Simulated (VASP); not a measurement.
**KBr in VASP: how settings move the PBE single point**

The PBE single point of KBr (rocksalt), under -3.0 % strain along x alone is repeated with altered inputs. Which of them can be trusted?

Program: VASP 6.6.1. PAW datasets, plane waves. Calculated at 0 K for a non-magnetic cell.

## (1) The structure to begin with

The cell comes from an earlier relaxation with r2SCAN in another program, then strained, with the atoms relaxed again.

It is tetragonal, I4/mmm (No. 139); a = 4.670 Å, c = 6.406 Å in the conventional setting, 34.93 Å³ an atom. Near K stand 6 Br at 3.20–3.30 Å; near Br stand 6 K at 3.20–3.30 Å.

As a file:

```
CELL_PARAMETERS angstrom
0.00000 3.30225 3.30225
3.20318 0.00000 3.30225
3.20318 3.30225 0.00000
ATOMIC_POSITIONS crystal
K 0.00000 0.00000 0.00000
Br 0.50000 0.50000 0.50000
```

## (2) Reference

INCAR

```
ENCUT = 520.000000
SIGMA = 0.020000
EDIFF = 1.00e-07
GGA = PE
PREC = Accurate
IBRION = -1
ISIF = 2
ISMEAR = -1
NBANDS = 15
NELM = 120
NSW = 0
LASPH = .TRUE.
LCHARG = .TRUE.
LELF = .TRUE.
LWAVE = .FALSE.
LREAL = .FALSE.
```

KPOINTS

```
KPOINTS created by Atomic Simulation Environment
0
Gamma
6 6 6
0 0 0
```

POSCAR

```
K  Br
 1.0000000000000000
     0.0000000000000000    3.3022478146999998    3.3022478146999998
     3.2031803803000001    0.0000000000000000    3.3022478146999998
     3.2031803803000001    3.3022478146999998    0.0000000000000000
 K   Br
   1   1
Cartesian
  0.0000000000000000  0.0000000000000000  0.0000000000000000
  3.2031803803000001  3.3022478146999994  3.3022478146999994
```

A file KPOINTS_OPT adds named points for the levels; it doesn't enter the self-consistent loop.

Potentials: the recommended PBE PAW datasets, 16 valence electrons.

Command:

```sh
$ mpirun -np 1 vasp_std
```

The closing lines of the self-consistent loop in OSZICAR:

```text
DAV:  11    -0.619684601835E+01   -0.18456E-04   -0.26661E-05  1119   0.306E-02    0.633E-03
DAV:  12    -0.619684752751E+01   -0.15092E-05   -0.37674E-06   991   0.130E-02    0.145E-03
DAV:  13    -0.619684761001E+01   -0.82493E-07   -0.10938E-07  1114   0.187E-03
   1 F= -.61968476E+01 E0= -.61968476E+01  d E =-.914311E-13
```

It took 41 s on 1 MPI rank of Intel Xeon Platinum 8488C, shared host; peak memory 0.22 GiB.

It gives: energy (σ→0) -6.1968 eV, pressure 1.32 GPa, gap on the mesh 4.50 eV.

## (3) Variant 1

INCAR

```
ENCUT = 520.000000
SIGMA = 0.020000
EDIFF = 1.00e-07
GGA = PE
IBRION = -1
ISIF = 2
ISMEAR = -1
NBANDS = 15
NELM = 120
NSW = 0
LASPH = .TRUE.
LCHARG = .FALSE.
LWAVE = .FALSE.
LREAL = .FALSE.
PREC = High
```

KPOINTS is that of step 2.

POSCAR is that of step 2.

Command:

```sh
$ mpirun -np 1 vasp_std
```

Printed to the terminal (iteration lines stand in OSZICAR):

```text
POSCAR found type information on POSCAR K Br
 POSCAR found :  2 types and       2 ions
 LDA part: xc-table for (Slater+PW92), standard interpolation
 POSCAR, INCAR and KPOINTS ok, starting setup
 FFT: planning ... GRIDC
 FFT: planning ... GRID_SOFT
 FFT: planning ... GRID
 WAVECAR not read
 entering main loop
```

OSZICAR:

```text
N       E                     dE             d eps       ncg     rms          rms(c)
DAV:   1     0.995260698840E+02    0.99526E+02   -0.68791E+03   900   0.942E+02
DAV:   2    -0.303615644192E+00   -0.99830E+02   -0.92074E+02  1146   0.230E+02
DAV:   3    -0.613309708156E+01   -0.58295E+01   -0.57967E+01  1251   0.490E+01
DAV:   4    -0.636246467430E+01   -0.22937E+00   -0.22933E+00  1368   0.836E+00
DAV:   5    -0.636442177779E+01   -0.19571E-02   -0.19571E-02  1293   0.831E-01    0.330E+00
DAV:   6    -0.619774457233E+01    0.16668E+00   -0.21120E-01  1124   0.224E+00    0.241E+00
DAV:   7    -0.618729465844E+01    0.10450E-01   -0.10683E-01  1222   0.178E+00    0.106E+00
DAV:   8    -0.619579463169E+01   -0.85000E-02   -0.11470E-02  1012   0.789E-01    0.115E-01
DAV:   9    -0.619656637592E+01   -0.77174E-03   -0.75514E-04  1201   0.170E-01    0.766E-02
DAV:  10    -0.619684778062E+01   -0.28140E-03   -0.27514E-04   935   0.959E-02    0.111E-02
DAV:  11    -0.619686625718E+01   -0.18477E-04   -0.26663E-05  1119   0.306E-02    0.633E-03
DAV:  12    -0.619686776566E+01   -0.15085E-05   -0.37673E-06   991   0.130E-02    0.145E-03
DAV:  13    -0.619686784809E+01   -0.82436E-07   -0.10941E-07  1114   0.187E-03
   1 F= -.61968678E+01 E0= -.61968678E+01  d E =-.914035E-13
```

Parts of OUTCAR:

```text
k-points           NKPTS =     30   k-points in BZ     NKDIM =     30   number of bands    NBANDS=     15

   NELECT =      16.0000    total number of electrons

   dimension x,y,z NGX =    36 NGY =   36 NGZ =   36
   dimension x,y,z NGXF=    48 NGYF=   48 NGZF=   48

  energy-cutoff  :      520.00
  volume of cell :       69.86
      direct lattice vectors                 reciprocal lattice vectors
     0.000000000  3.302247815  3.302247815    -0.156094862  0.151412016  0.151412016
     3.203180380  0.000000000  3.302247815     0.156094862 -0.151412016  0.151412016
     3.203180380  3.302247815  0.000000000     0.156094862  0.151412016 -0.151412016

 k-points in reciprocal lattice and weights: KPOINTS created by Atomic Simulation Env
   0.00000000  0.00000000  0.00000000       0.005
   0.16666667 -0.00000000 -0.00000000       0.037
   0.33333333 -0.00000000 -0.00000000       0.037
   0.50000000 -0.00000000 -0.00000000       0.019
   0.16666667  0.16666667  0.00000000       0.019
   0.33333333  0.16666667 -0.00000000       0.074
   0.50000000  0.16666667 -0.00000000       0.074
  -0.33333333  0.16666667 -0.00000000       0.074
[... 22 more k-points ...]

 E-fermi :  -1.1042

 k-point     1 :       0.0000    0.0000    0.0000
  band No.  band energies     occupation
      1     -29.3447      2.00000
      2     -13.9543      2.00000
      3     -12.8268      2.00000
      4     -12.8242      2.00000
      5     -12.8242      2.00000
      6      -1.6313      2.00000
      7      -1.6313      2.00000
      8      -1.6117      2.00000
      9       2.8839      0.00000
     10       5.9219      0.00000
     11       5.9219      0.00000
     12       6.1133      0.00000
     13       6.7533      0.00000
     14       6.9025      0.00000
     15      10.0550      0.00000

 k-point     2 :       0.1667   -0.0000   -0.0000
  band No.  band energies     occupation
      1     -29.3430      2.00000
      2     -14.0089      2.00000
      3     -12.8266      2.00000
      4     -12.8264      2.00000
      5     -12.7510      2.00000
      6      -2.0092      2.00000
      7      -1.7260      2.00000
      8      -1.7152      2.00000
      9       3.5563      0.00000
     10       5.8471      0.00000
     11       6.2627      0.00000
     12       6.3812      0.00000
     13       7.1223      0.00000
     14       7.2883      0.00000
     15      10.9673      0.00000

 k-point     3 :       0.3333   -0.0000   -0.0000
  band No.  band energies     occupation
      1     -29.3397      2.00000
      2     -14.1027      2.00000
      3     -12.8314      2.00000
      4     -12.8278      2.00000
      5     -12.6167      2.00000
      6      -2.6106      2.00000
      7      -1.9029      2.00000
      8      -1.8961      2.00000
      9       4.6551      0.00000
     10       6.1608      0.00000
     11       7.1673      0.00000
     12       7.2571      0.00000
     13       8.0530      0.00000
     14       8.2559      0.00000
     15      10.0033      0.00000

[... the tables of k-points 4 to 30 left out ...]

  Total        0.9379978      0.3950389      0.3950389     -0.0000000      0.0000000     -0.0000000
  in kB       21.5120444      9.0598225      9.0598225     -0.0000000      0.0000000     -0.0000000
  external PRESSURE =      13.2105631 kB  Pullay stress =       0.0000000 kB

 POSITION                                       TOTAL-FORCE (eV/Angst)
 -----------------------------------------------------------------------------------
      0.00000      0.00000      0.00000         0.000000     -0.000000      0.000000
      3.20318      3.30225      3.30225         0.000000      0.000000     -0.000000
 -----------------------------------------------------------------------------------
    total drift:                                0.000000     -0.000000     -0.000000

  FREE ENERGIE OF THE ION-ELECTRON SYSTEM (eV)
  ---------------------------------------------------
  free  energy   TOTEN  =        -6.1968678481 eV

  energy  without entropy=       -6.1968678481  energy(sigma->0) =       -6.19686785
```

Run time: 30 s. Hardware: 1 MPI rank of Intel Xeon Platinum 8488C, shared host; peak memory 0.17 GiB.

Changed: PREC = High. VASP runs to the end. Against the reference the energy moves by less than 0.1 meV/atom.

## (4) Variant 2

INCAR

```
ENCUT = 520.000000
SIGMA = 0.020000
GGA = PE
PREC = Accurate
IBRION = -1
ISIF = 2
ISMEAR = -1
NELM = 120
NSW = 0
LASPH = .TRUE.
LCHARG = .FALSE.
LWAVE = .FALSE.
LREAL = .FALSE.
NBANDS = 12
EDIFF = 1e-09
```

KPOINTS is that of step 2.

POSCAR is that of step 2.

Command:

```sh
$ mpirun -np 1 vasp_std
```

Printed to the terminal (iteration lines stand in OSZICAR):

```text
POSCAR found type information on POSCAR K Br
 POSCAR found :  2 types and       2 ions
 LDA part: xc-table for (Slater+PW92), standard interpolation
 POSCAR, INCAR and KPOINTS ok, starting setup
 FFT: planning ... GRIDC
 FFT: planning ... GRID_SOFT
 FFT: planning ... GRID
 WAVECAR not read
 entering main loop
```

OSZICAR:

```text
N       E                     dE             d eps       ncg     rms          rms(c)
DAV:   1     0.101871821976E+03    0.10187E+03   -0.70887E+03   720   0.118E+03
DAV:   2     0.611471909599E+00   -0.10126E+03   -0.93689E+02   860   0.266E+02
DAV:   3    -0.609172694189E+01   -0.67032E+01   -0.66591E+01   924   0.627E+01
DAV:   4    -0.636200978133E+01   -0.27028E+00   -0.27002E+00  1256   0.112E+01
DAV:   5    -0.636439727492E+01   -0.23875E-02   -0.23875E-02   924   0.973E-01    0.330E+00
DAV:   6    -0.619760931316E+01    0.16679E+00   -0.27620E-01   868   0.281E+00    0.240E+00
DAV:   7    -0.618695353897E+01    0.10656E-01   -0.13698E-01   900   0.220E+00    0.109E+00
DAV:   8    -0.619583251921E+01   -0.88790E-02   -0.15586E-02   972   0.106E+00    0.131E-01
DAV:   9    -0.619636476897E+01   -0.53225E-03   -0.55205E-04   952   0.162E-01    0.815E-02
DAV:  10    -0.619684014919E+01   -0.47538E-03   -0.56352E-04   828   0.171E-01    0.180E-02
DAV:  11    -0.619684481433E+01   -0.46651E-05   -0.14896E-05   992   0.269E-02    0.434E-03
DAV:  12    -0.619684747909E+01   -0.26648E-05   -0.49768E-06   868   0.184E-02    0.504E-03
DAV:  13    -0.619684759276E+01   -0.11367E-06   -0.27536E-07   944   0.355E-03    0.129E-03
DAV:  14    -0.619684771000E+01   -0.11724E-06   -0.15189E-07   904   0.246E-03    0.545E-04
DAV:  15    -0.619684771031E+01   -0.30150E-09   -0.36098E-09  1044   0.416E-04
   1 F= -.61968477E+01 E0= -.61968477E+01  d E =-.118018E-11
```

From OUTCAR:

```text
k-points           NKPTS =     30   k-points in BZ     NKDIM =     30   number of bands    NBANDS=     12

   NELECT =      16.0000    total number of electrons

   dimension x,y,z NGX =    36 NGY =   36 NGZ =   36
   dimension x,y,z NGXF=    72 NGYF=   72 NGZF=   72

  energy-cutoff  :      520.00
  volume of cell :       69.86
      direct lattice vectors                 reciprocal lattice vectors
     0.000000000  3.302247815  3.302247815    -0.156094862  0.151412016  0.151412016
     3.203180380  0.000000000  3.302247815     0.156094862 -0.151412016  0.151412016
     3.203180380  3.302247815  0.000000000     0.156094862  0.151412016 -0.151412016

 k-points in reciprocal lattice and weights: KPOINTS created by Atomic Simulation Env
   0.00000000  0.00000000  0.00000000       0.005
   0.16666667 -0.00000000 -0.00000000       0.037
   0.33333333 -0.00000000 -0.00000000       0.037
   0.50000000 -0.00000000 -0.00000000       0.019
   0.16666667  0.16666667  0.00000000       0.019
   0.33333333  0.16666667 -0.00000000       0.074
   0.50000000  0.16666667 -0.00000000       0.074
  -0.33333333  0.16666667 -0.00000000       0.074
[... 22 more k-points ...]

 E-fermi :  -1.1574

 k-point     1 :       0.0000    0.0000    0.0000
  band No.  band energies     occupation
      1     -29.3447      2.00000
      2     -13.9542      2.00000
      3     -12.8268      2.00000
      4     -12.8242      2.00000
      5     -12.8242      2.00000
      6      -1.6313      2.00000
      7      -1.6313      2.00000
      8      -1.6117      2.00000
      9       2.8838      0.00000
     10       5.9219      0.00000
     11       5.9219      0.00000
     12       6.1133      0.00000

 k-point     2 :       0.1667   -0.0000   -0.0000
  band No.  band energies     occupation
      1     -29.3430      2.00000
      2     -14.0089      2.00000
      3     -12.8266      2.00000
      4     -12.8264      2.00000
      5     -12.7509      2.00000
      6      -2.0092      2.00000
      7      -1.7260      2.00000
      8      -1.7151      2.00000
      9       3.5563      0.00000
     10       5.8471      0.00000
     11       6.2627      0.00000
     12       6.3812      0.00000

 k-point     3 :       0.3333   -0.0000   -0.0000
  band No.  band energies     occupation
      1     -29.3397      2.00000
      2     -14.1027      2.00000
      3     -12.8314      2.00000
      4     -12.8278      2.00000
      5     -12.6166      2.00000
      6      -2.6106      2.00000
      7      -1.9028      2.00000
      8      -1.8960      2.00000
      9       4.6551      0.00000
     10       6.1608      0.00000
     11       7.1673      0.00000
     12       7.2571      0.00000

 k-point     4 :       0.5000   -0.0000   -0.0000
  band No.  band energies     occupation
      1     -29.3381      2.00000
      2     -14.1440      2.00000
      3     -12.8337      2.00000
      4     -12.8285      2.00000
      5     -12.5545      2.00000
      6      -2.8625      2.00000
      7      -1.9858      2.00000
      8      -1.9811      2.00000
      9       5.0245      0.00000
     10       6.7111      0.00000
     11       8.2204      0.00000
     12       8.2251      0.00000

[... the tables of k-points 5 to 30 left out ...]

  Total        0.9368123      0.3942873      0.3942873     -0.0000000      0.0000000     -0.0000000
  in kB       21.4848567      9.0425865      9.0425865     -0.0000000      0.0000000     -0.0000000
  external PRESSURE =      13.1900099 kB  Pullay stress =       0.0000000 kB

 POSITION                                       TOTAL-FORCE (eV/Angst)
 -----------------------------------------------------------------------------------
      0.00000      0.00000      0.00000         0.000000      0.000000      0.000000
      3.20318      3.30225      3.30225        -0.000000      0.000000     -0.000000
 -----------------------------------------------------------------------------------
    total drift:                                0.000000      0.000000      0.000000

  FREE ENERGIE OF THE ION-ELECTRON SYSTEM (eV)
  ---------------------------------------------------
  free  energy   TOTEN  =        -6.1968477103 eV

  energy  without entropy=       -6.1968477103  energy(sigma->0) =       -6.19684771
```

Run time: 34 s. Hardware: 1 MPI rank of Intel Xeon Platinum 8488C, shared host; peak memory 0.21 GiB.

Changed: NBANDS = 12, EDIFF = 1e-09. VASP runs to the end. Against the reference the energy moves by less than 0.1 meV/atom.

## (5) Variant 3

INCAR

```
ENCUT = 520.000000
SIGMA = 0.020000
EDIFF = 1.00e-07
GGA = PE
PREC = Accurate
IBRION = -1
ISIF = 2
ISMEAR = -1
NBANDS = 15
NSW = 0
LASPH = .TRUE.
LCHARG = .FALSE.
LWAVE = .FALSE.
LREAL = .FALSE.
NELECT = 15.98
ADDGRID = .TRUE.
NELM = 72
```

KPOINTS is that of step 2.

POSCAR is that of step 2.

Command:

```sh
$ mpirun -np 1 vasp_std
```

Standard output, without the iteration lines:

```text
POSCAR found type information on POSCAR K Br
 POSCAR found :  2 types and       2 ions
 LDA part: xc-table for (Slater+PW92), standard interpolation
 POSCAR, INCAR and KPOINTS ok, starting setup
 FFT: planning ... GRIDC
 FFT: planning ... GRID_SOFT
 FFT: planning ... GRID
 WAVECAR not read
 entering main loop
 the old and the new charge density differ
    0.327E+00
```

OSZICAR:

```text
N       E                     dE             d eps       ncg     rms          rms(c)
DAV:   1     0.993656841106E+02    0.99366E+02   -0.63879E+03   900   0.875E+02
DAV:   2    -0.273097554790E+00   -0.99639E+02   -0.91984E+02  1146   0.230E+02
DAV:   3    -0.608294576021E+01   -0.58098E+01   -0.57762E+01  1251   0.489E+01
DAV:   4    -0.631217165165E+01   -0.22923E+00   -0.22918E+00  1368   0.835E+00
DAV:   5    -0.631412853379E+01   -0.19569E-02   -0.19569E-02  1293   0.831E-01    0.327E+00
DAV:   6    -0.616493218642E+01    0.14920E+00   -0.19295E-01  1124   0.217E+00    0.238E+00
DAV:   7    -0.615547092660E+01    0.94613E-02   -0.10525E-01  1222   0.176E+00    0.102E+00
DAV:   8    -0.616354083110E+01   -0.80699E-02   -0.11039E-02   991   0.773E-01    0.108E-01
DAV:   9    -0.616429411842E+01   -0.75329E-03   -0.78435E-04  1229   0.176E-01    0.785E-02
DAV:  10    -0.616457221955E+01   -0.27810E-03   -0.27481E-04   921   0.964E-02    0.115E-02
DAV:  11    -0.616459149431E+01   -0.19275E-04   -0.29237E-05  1119   0.326E-02    0.621E-03
DAV:  12    -0.616459292786E+01   -0.14335E-05   -0.31117E-06   998   0.121E-02    0.124E-03
DAV:  13    -0.616459298912E+01   -0.61256E-07   -0.19671E-07  1215   0.252E-03
   1 F= -.61645930E+01 E0= -.61642123E+01  d E =-.761342E-03
```

Parts of OUTCAR:

```text
k-points           NKPTS =     30   k-points in BZ     NKDIM =     30   number of bands    NBANDS=     15

   NELECT =      15.9800    total number of electrons

   dimension x,y,z NGX =    36 NGY =   36 NGZ =   36
   dimension x,y,z NGXF=    72 NGYF=   72 NGZF=   72

  energy-cutoff  :      520.00
  volume of cell :       69.86
      direct lattice vectors                 reciprocal lattice vectors
     0.000000000  3.302247815  3.302247815    -0.156094862  0.151412016  0.151412016
     3.203180380  0.000000000  3.302247815     0.156094862 -0.151412016  0.151412016
     3.203180380  3.302247815  0.000000000     0.156094862  0.151412016 -0.151412016

 k-points in reciprocal lattice and weights: KPOINTS created by Atomic Simulation Env
   0.00000000  0.00000000  0.00000000       0.005
   0.16666667 -0.00000000 -0.00000000       0.037
   0.33333333 -0.00000000 -0.00000000       0.037
   0.50000000 -0.00000000 -0.00000000       0.019
   0.16666667  0.16666667  0.00000000       0.019
   0.33333333  0.16666667 -0.00000000       0.074
   0.50000000  0.16666667 -0.00000000       0.074
  -0.33333333  0.16666667 -0.00000000       0.074
[... 22 more k-points ...]

 E-fermi :  -1.6511

 k-point     1 :       0.0000    0.0000    0.0000
  band No.  band energies     occupation
      1     -29.3290      2.00000
      2     -13.9797      2.00000
      3     -12.8122      2.00000
      4     -12.8088      2.00000
      5     -12.8088      2.00000
      6      -1.6501      0.97290
      7      -1.6501      0.97290
      8      -1.6324      0.56334
      9       2.8949      0.00000
     10       5.9325      0.00000
     11       5.9325      0.00000
     12       6.1254      0.00000
     13       6.7624      0.00000
     14       6.9103      0.00000
     15      10.0734      0.00000

 k-point     2 :       0.1667   -0.0000   -0.0000
  band No.  band energies     occupation
      1     -29.3274      2.00000
      2     -14.0318      2.00000
      3     -12.8114      2.00000
      4     -12.8112      2.00000
      5     -12.7386      2.00000
      6      -2.0256      2.00000
      7      -1.7442      1.98108
      8      -1.7346      1.96971
      9       3.5654      0.00000
     10       5.8579      0.00000
     11       6.2732      0.00000
     12       6.3929      0.00000
     13       7.1309      0.00000
     14       7.2956      0.00000
     15      10.9848      0.00000

 k-point     3 :       0.3333   -0.0000   -0.0000
  band No.  band energies     occupation
      1     -29.3241      2.00000
      2     -14.1220      2.00000
      3     -12.8159      2.00000
      4     -12.8128      2.00000
      5     -12.6082      2.00000
      6      -2.6236      2.00000
      7      -1.9200      2.00000
      8      -1.9145      2.00000
      9       4.6653      0.00000
     10       6.1687      0.00000
     11       7.1778      0.00000
     12       7.2686      0.00000
     13       8.0611      0.00000
     14       8.2628      0.00000
     15      10.0157      0.00000

[... the tables of k-points 4 to 30 left out ...]

  Total        0.8527493      0.3127931      0.3127931      0.0000000      0.0000000     -0.0000000
  in kB       19.5569552      7.1735973      7.1735973      0.0000000      0.0000000     -0.0000000
  external PRESSURE =      11.3013833 kB  Pullay stress =       0.0000000 kB

 POSITION                                       TOTAL-FORCE (eV/Angst)
 -----------------------------------------------------------------------------------
      0.00000      0.00000      0.00000         0.000000     -0.000000      0.000000
      3.20318      3.30225      3.30225         0.000000      0.000000      0.000000
 -----------------------------------------------------------------------------------
    total drift:                                0.000000      0.000000      0.000000

  FREE ENERGIE OF THE ION-ELECTRON SYSTEM (eV)
  ---------------------------------------------------
  free  energy   TOTEN  =        -6.1645929891 eV

  energy  without entropy=       -6.1638316470  energy(sigma->0) =       -6.16421232
```

It took 45 s on 1 MPI rank of Intel Xeon Platinum 8488C, shared host; peak memory 0.31 GiB.

Changed: NELECT = 15.98, ADDGRID = .TRUE., NELM = 72. VASP runs to the end. Its total energy is on another scale than the reference's. The pressure of a charged cell depends on the background and is no physical response. The cell is charged, with a uniform background to balance it.

## (6) Comparison

| run | changed | ending | energy change (meV/atom) | pressure (GPa) | gap on the mesh (eV; negative: overlap) | electronic steps | time | usable |
| --- | --- | --- | --- | --- | --- | --- | --- | --- |
| ref. | – | converged | 0 | 1.3 | 4.50 | 13 | 41 s | yes |
| 1 | PREC = High | converged | 0.0 | 1.3 | 4.50 | 13 | 30 s | yes |
| 2 | NBANDS = 12, EDIFF = 1e-09 | converged | 0.0 | 1.3 | 4.50 | 15 | 34 s | yes |
| 3 | NELECT = 15.98, ADDGRID = .TRUE., NELM = 72 | converged | – | 1.1 | – | 13 | 45 s | no |

**Reading.** Of 3 altered inputs, 1 ended normally on a faulty or unsound input, 2 gave usable results.
